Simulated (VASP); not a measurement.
# Pt (Im-3m) in VASP: notebook

The runs below take Pt through single point, with PBE.

Everything below comes from runs of VASP 6.6.1. Logs are shortened: lines on timing, memory, paths and dates and some standing lists are left out, and cuts for length are marked.

### Step 1. Starting point

Symmetry: Im-3m, No. 229, cubic system. Conventional cell: a = 3.164 Å, b = 3.164 Å, c = 3.164 Å, α = 90.00°, β = 90.00°, γ = 90.00°. Pt (site symmetry m-3m) has 8 Pt at 2.74 Å as nearest neighbours.

The cell was built by a generator and needn't be a form met in nature.

### Step 2. Single point, PBE, non-collinear spin, zero start, spin-orbit coupling

INCAR reads:

```
SYSTEM = Pt
PREC = Accurate
ENCUT = 520
EDIFF = 1E-6
ISMEAR = 0
SIGMA = 0.05
LREAL = .FALSE.
LASPH = .TRUE.
NELM = 150
ALGO = Fast
ISIF = 2
LWAVE = .FALSE.
LCHARG = .FALSE.
MAGMOM = 0 0 0
LORBIT = 11
LSORBIT = .TRUE.
GGA_COMPAT = .FALSE.
LORBMOM = .TRUE.
LMAXMIX = 4
GGA = PE
NBANDS = 21
```

KPOINTS reads:

```
Automatic mesh
0
G
  18 18 18
  0 0 0
```

POSCAR reads:

```
Pt
1.0
   -1.5821898919      1.5821898919      1.5821898919
    1.5821898919     -1.5821898919      1.5821898919
    1.5821898919      1.5821898919     -1.5821898919
Pt
1
Direct
    0.0000000000      0.0000000000      0.0000000000
```

Potentials or basis: VASP PAW PBE potentials, release 64 (Pt).

Run with:

```bash
$ cat potpaw_PBE.64/Pt/POTCAR > POTCAR
$ mpirun -np 1 vasp_ncl > vasp.out
```

OUTCAR:

```text
SYSTEM = Pt
   PREC = Accurate
   ENCUT = 520
   EDIFF = 1E-6
   ISMEAR = 0
   LREAL = .FALSE.
   LASPH = .TRUE.
   NELM = 150
   ISIF = 2
   LORBIT = 11
   LSORBIT = .TRUE.
   GGA = PE

 ion  position               nearest neighbor table
   1  0.000  0.000  0.000-

  LATTYP: Found a body centered cubic cell.
 ALAT       =     3.1643797838

  Lattice vectors:

 A1 = (  -1.5821898919,   1.5821898919,   1.5821898919)
 A2 = (   1.5821898919,  -1.5821898919,   1.5821898919)
 A3 = (   1.5821898919,   1.5821898919,  -1.5821898919)

Analysis of symmetry for initial positions (statically):
=====================================================================
 Subroutine PRICEL returns:
 Original cell was already a primitive cell.

 Routine SETGRP: Setting up the symmetry group for a
 body centered cubic supercell.

 Subroutine GETGRP returns: Found 48 space group operations
 (whereof 48 operations were pure point group operations)
 out of a pool of 48 trial point group operations.

The static configuration has the point symmetry O_h .

Analysis of symmetry for dynamics (positions and initial velocities):
=====================================================================
 Subroutine PRICEL returns:
 Original cell was already a primitive cell.

 Routine SETGRP: Setting up the symmetry group for a
 body centered cubic supercell.

 Subroutine GETGRP returns: Found 48 space group operations
 (whereof 48 operations were pure point group operations)
 out of a pool of 48 trial point group operations.

The dynamic configuration has the point symmetry O_h .

Analysis of structural, dynamic, and magnetic symmetry:
=====================================================================
 Subroutine PRICEL returns:
 Original cell was already a primitive cell.

 Routine SETGRP: Setting up the symmetry group for a
 body centered cubic supercell.

 Subroutine GETGRP returns: Found 48 space group operations
 (whereof 48 operations were pure point group operations)
 out of a pool of 48 trial point group operations.

The overall configuration has the point symmetry O_h .

 Subroutine INISYM returns: Found 48 space group operations
 (whereof 48 operations are pure point group operations),
 and found     1 'primitive' translations

----------------------------------------------------------------------------------------

                                     Primitive cell

  volume of cell :      15.8429

  direct lattice vectors                    reciprocal lattice vectors
    -1.582189892  1.582189892  1.582189892     0.000000000  0.316017693  0.316017693
     1.582189892 -1.582189892  1.582189892     0.316017693  0.000000000  0.316017693
     1.582189892  1.582189892 -1.582189892     0.316017693  0.316017693  0.000000000

  length of vectors
     2.740433280  2.740433280  2.740433280     0.446916508  0.446916508  0.446916508

  position of ions in fractional coordinates (direct lattice)
     0.000000000  0.000000000  0.000000000

  ion indices of the primitive-cell ions
   primitive index   ion index
                 1           1

----------------------------------------------------------------------------------------

 KPOINTS: Automatic mesh

Automatic generation of k-mesh.
 Grid dimensions read from file:
 generate k-points for:   18   18   18

 Generating k-lattice:

  Cartesian coordinates                     Fractional coordinates (reciprocal lattice)
     0.000000000  0.017556539  0.017556539     0.055555556  0.000000000  0.000000000
     0.017556539  0.000000000  0.017556539     0.000000000  0.055555556  0.000000000
     0.017556539  0.017556539  0.000000000     0.000000000  0.000000000  0.055555556

  Length of vectors
     0.024828695  0.024828695  0.024828695

  Shift w.r.t. Gamma in fractional coordinates (k-lattice)
     0.000000000  0.000000000  0.000000000

 Subroutine IBZKPT returns following result:
 ===========================================

 Found    195 irreducible k-points:

 Following reciprocal coordinates:
            Coordinates               Weight
[... 45 lines left out ...]
   EDIFFG = 0.1E-04   stopping-criterion for IOM
   NSW    =      0    number of steps for IOM
   IBRION =     -1    ionic relax: 0-MD 1-quasi-New 2-CG
   NFREE  =      0    steps in history (QN), initial steepest desc. (CG)
   ISIF   =      2    stress and relaxation
   ISYM   =      2    0-nonsym 1-usesym 2-fastsym
   POTIM  = 0.5000    time-step for ionic-motion
   TEBEG  =    0.0;   TEEND  =   0.0 temperature during run
   PSTRESS=    0.0 pullay stress
   NELECT =      10.0000    total number of electrons
   NUPDOWN=      -1.0000    fix difference up-down
   EMIN   =  10.00;   EMAX   =-10.00  energy-range for DOS
   EFERMI =   0.00;   METHOD = LEGACY
   ISMEAR =     0;   SIGMA  =   0.05  broadening in eV -4-tet -1-fermi 0-gaus
   EFERMI_NEDOS =   21; number of points for ismear=-14 and -15
   IALGO  =     68    algorithm
   IMIX   =      4    mixing-type and parameters
     AMIX     =   0.40;   BMIX     =  1.00
     AMIX_MAG =   1.60;   BMIX_MAG =  1.00
  volume/ion in A,a.u.               =      15.84       106.91
  Fermi-wavevector in a.u.,A,eV,Ry     =   1.404310  2.653761 26.831855  1.972086
  Thomas-Fermi vector in A             =   2.526884
   LORBIT       =     11    0 simple, 1 ext, 2 COOP (PROOUT), +10 PAW based schemes
   GGA     = PE    functional components
   LHFCALC =     F    Hartree Fock is set to
   AEXX    =    0.0000 exact exchange contribution
   IVDW    =     0    specifies the selected vdW correction
   LEPSILON=     F    determine dielectric tensor
   LRPA    =     F    only Hartree local field effects (RPA)
 RMM-DIIS sequential band-by-band and
 Gauss-broadening in eV      SIGMA  =   0.05
  energy-cutoff  :      520.00
  volume of cell :       15.84
 maximum number of plane-waves:       880
   NGX = 11   NGY = 11   NGZ = 11

 number of electron      10.0000000 magnetization       0.0000000      0.0000000      0.0000000

 number of electron      10.0000000 magnetization      -0.0000000      0.0000000     -0.0000000

 number of electron      10.0000000 magnetization       0.0000000     -0.0000000      0.0000000

 Free energy of the ion-electron system (eV)
  ---------------------------------------------------
  ext. energy  EPLUGINS =         0.00000000
  ---------------------------------------------------
  free energy    TOTEN  =        -6.38692526 eV

  energy without entropy =       -6.38567925  energy(sigma->0) =       -6.38630226

 E-fermi :  10.2137     XC(G=0): -13.1932

 val. band max:       10.2108740107   @ k =  -0.3889   0.4444   0.0556
 cond. band min:      10.2302327820   @ k =  -0.2778   0.3333   0.1111
 fundamental gap:      0.0193587713
 Fermi energy:        10.2136961481

 k-point     1 :       0.0000    0.0000    0.0000
  band No.  band energies     occupation
      1       0.6842      1.00000
      2       0.6842      1.00000
      3       6.2424      1.00000
      4       6.2424      1.00000
      5       6.2424      1.00000
      6       6.2424      1.00000
[... 565 lines left out ...]
     20      33.5485      0.00000
     21      34.5350      0.00000

 [... further k-points ...]

------------------------ aborting loop because EDIFF is reached ----------------------------------------

  FORCE on cell =-STRESS in cart. coord.  units (eV):
  Direction    XX          YY          ZZ          XY          YZ          ZX
  --------------------------------------------------------------------------------------
  -------------------------------------------------------------------------------------
  Total       -0.0156136     -0.0156136     -0.0156136      0.0000000      0.0000000     -0.0000000
  in kB       -1.5789800     -1.5789800     -1.5789800      0.0000000      0.0000000     -0.0000000
  external PRESSURE =      -1.5789800 kB  Pullay stress =       0.0000000 kB

 VOLUME and BASIS-vectors are now :
 -----------------------------------------------------------------------------
  energy-cutoff  :      520.00
  volume of cell :       15.84
      direct lattice vectors                 reciprocal lattice vectors
    -1.582189892  1.582189892  1.582189892     0.000000000  0.316017693  0.316017693
     1.582189892 -1.582189892  1.582189892     0.316017693  0.000000000  0.316017693
     1.582189892  1.582189892 -1.582189892     0.316017693  0.316017693  0.000000000

 POSITION                                       TOTAL-FORCE (eV/Angst)
 -----------------------------------------------------------------------------------
      0.00000      0.00000      0.00000        -0.000000      0.000000      0.000000
 -----------------------------------------------------------------------------------
    total drift:                                0.000000      0.000000      0.000000

  FREE ENERGIE OF THE ION-ELECTRON SYSTEM (eV)
  ---------------------------------------------------
  free  energy   TOTEN  =        -6.3869252650 eV

  energy  without entropy=       -6.3856792485  energy(sigma->0) =       -6.38630226

 orbital moment (x)

 # of ion     p       d       tot
 ----------------------------------------
  1        -0.000  -0.000  -0.000
 ----------------------------------------
           -0.000  -0.000  -0.000

 orbital moment (y)

 # of ion     p       d       tot
 ----------------------------------------
  1        -0.000   0.000   0.000
 ----------------------------------------
           -0.000   0.000   0.000

 orbital moment (z)

 # of ion     p       d       tot
 ----------------------------------------
  1         0.000   0.000   0.000
 ----------------------------------------
            0.000   0.000   0.000

 Spin-Orbit-Coupling matrix elements

 Ion:    1  E_soc:     -0.7603260
 l=   1
     0.0000000    -0.0305247    -0.0305247
    -0.0305247     0.0000000    -0.0305247
    -0.0305247    -0.0305247     0.0000000
 l=   2
     0.0000000    -0.0190707     0.0000000    -0.0190707    -0.0771257
    -0.0190707     0.0000000    -0.0578443    -0.0190707    -0.0192814
     0.0000000    -0.0578443     0.0000000    -0.0578443     0.0000000
    -0.0190707    -0.0190707    -0.0578443     0.0000000    -0.0192814
    -0.0771257    -0.0192814     0.0000000    -0.0192814     0.0000000
 l=   3
     0.0000000     0.0000000     0.0000000     0.0000000     0.0000000     0.0000000     0.0000000
     0.0000000     0.0000000     0.0000000     0.0000000     0.0000000     0.0000000     0.0000000
     0.0000000     0.0000000     0.0000000     0.0000000     0.0000000     0.0000000     0.0000000
     0.0000000     0.0000000     0.0000000     0.0000000     0.0000000     0.0000000     0.0000000
     0.0000000     0.0000000     0.0000000     0.0000000     0.0000000     0.0000000     0.0000000
     0.0000000     0.0000000     0.0000000     0.0000000     0.0000000     0.0000000     0.0000000
     0.0000000     0.0000000     0.0000000     0.0000000     0.0000000     0.0000000     0.0000000

 total charge

# of ion       s       p       d       tot
------------------------------------------
    1        0.623   0.553   8.017   9.193

 magnetization (x)

# of ion       s       p       d       tot
------------------------------------------
    1       -0.000  -0.000  -0.000  -0.000

 magnetization (y)

# of ion       s       p       d       tot
------------------------------------------
    1        0.000   0.000  -0.000   0.000

 magnetization (z)

# of ion       s       p       d       tot
------------------------------------------
    1        0.000   0.000  -0.000   0.000
```

It took 52 s on 1 thread of Intel Xeon 6975P-C (Granite Rapids), shared host; peak memory 0.22 GiB.

What came out:

* Free energy: -6.3869 eV
* Pressure: -0.2 GPa
* Net moment: 0.00 μB per cell
* Valence electrons inside the program's atomic spheres: Pt 9.19

Moments on the atoms (μB; x, y, z):
```
Pt  0.00 0.00 0.00
```

### Step 3. Single point, PBE, non-collinear spin, zero start, spin-orbit coupling

INCAR reads:

```
ALGO = Normal ; EDIFF = 1E-6
ENCUT = 520 ; GGA = PE
GGA_COMPAT = F ; ISIF = 2
ISMEAR = 0 ; LASPH = T
LCHARG = F ; LMAXMIX = 4
LORBIT = 11 ; LORBMOM = T
LREAL = F ; LSORBIT = T
LWAVE = F ; MAGMOM = 0 0 0
NBANDS = 21 ; NELM = 150
PREC = Accurate ; SIGMA = 0.05
```

KPOINTS reads:

```
k-points
0
Gamma
  18 18 18
```

POSCAR is that of step 2.

Potentials or basis: VASP PAW PBE potentials, release 64 (Pt).

Run with:

```bash
$ cat potpaw_PBE.64/Pt/POTCAR > POTCAR
$ mpirun -np 1 vasp_ncl > vasp.out
```

OUTCAR:

```text
EDIFF = 1E-6
   ENCUT = 520
   GGA = PE
   ISIF = 2
   ISMEAR = 0
   LASPH = T
   LORBIT = 11
   LREAL = F
   LSORBIT = T
   NELM = 150
   PREC = Accurate

 ion  position               nearest neighbor table
   1  0.000  0.000  0.000-

  LATTYP: Found a body centered cubic cell.
 ALAT       =     3.1643797838

  Lattice vectors:

 A1 = (  -1.5821898919,   1.5821898919,   1.5821898919)
 A2 = (   1.5821898919,  -1.5821898919,   1.5821898919)
 A3 = (   1.5821898919,   1.5821898919,  -1.5821898919)

Analysis of symmetry for initial positions (statically):
=====================================================================
 Subroutine PRICEL returns:
[... 823 lines left out ...]
  1         0.000   0.000   0.000
 ----------------------------------------
            0.000   0.000   0.000

 Spin-Orbit-Coupling matrix elements

 Ion:    1  E_soc:     -0.7603215
 l=   1
     0.0000000    -0.0305243    -0.0305243
    -0.0305243     0.0000000    -0.0305243
    -0.0305243    -0.0305243     0.0000000
 l=   2
     0.0000000    -0.0190706     0.0000000    -0.0190706    -0.0771254
    -0.0190706     0.0000000    -0.0578440    -0.0190706    -0.0192813
     0.0000000    -0.0578440     0.0000000    -0.0578440     0.0000000
    -0.0190706    -0.0190706    -0.0578440     0.0000000    -0.0192813
    -0.0771254    -0.0192813     0.0000000    -0.0192813     0.0000000
 l=   3
     0.0000000     0.0000000     0.0000000     0.0000000     0.0000000     0.0000000     0.0000000
     0.0000000     0.0000000     0.0000000     0.0000000     0.0000000     0.0000000     0.0000000
     0.0000000     0.0000000     0.0000000     0.0000000     0.0000000     0.0000000     0.0000000
     0.0000000     0.0000000     0.0000000     0.0000000     0.0000000     0.0000000     0.0000000
     0.0000000     0.0000000     0.0000000     0.0000000     0.0000000     0.0000000     0.0000000
     0.0000000     0.0000000     0.0000000     0.0000000     0.0000000     0.0000000     0.0000000
     0.0000000     0.0000000     0.0000000     0.0000000     0.0000000     0.0000000     0.0000000

 total charge

# of ion       s       p       d       tot
------------------------------------------
    1        0.623   0.553   8.017   9.193

 magnetization (x)

# of ion       s       p       d       tot
------------------------------------------
    1       -0.000  -0.000   0.000  -0.000

 magnetization (y)

# of ion       s       p       d       tot
------------------------------------------
    1        0.000   0.000   0.000   0.000

 magnetization (z)

# of ion       s       p       d       tot
------------------------------------------
    1        0.000  -0.000  -0.000  -0.000
```

It took 42 s on 1 thread of Intel Xeon 6975P-C (Granite Rapids), shared host; peak memory 0.23 GiB.

What came out:

```yaml
Free_energy: -6.3869 eV
Pressure: -0.2 GPa
Net_moment: 0.00 μB per cell
Valence_electrons_inside_the_program's_atomic_spheres: Pt 9.19
```

Moments on the atoms (μB; x, y, z):
```
Pt  0.00 0.00 0.00
```

(Continued in part 2 of 2.)
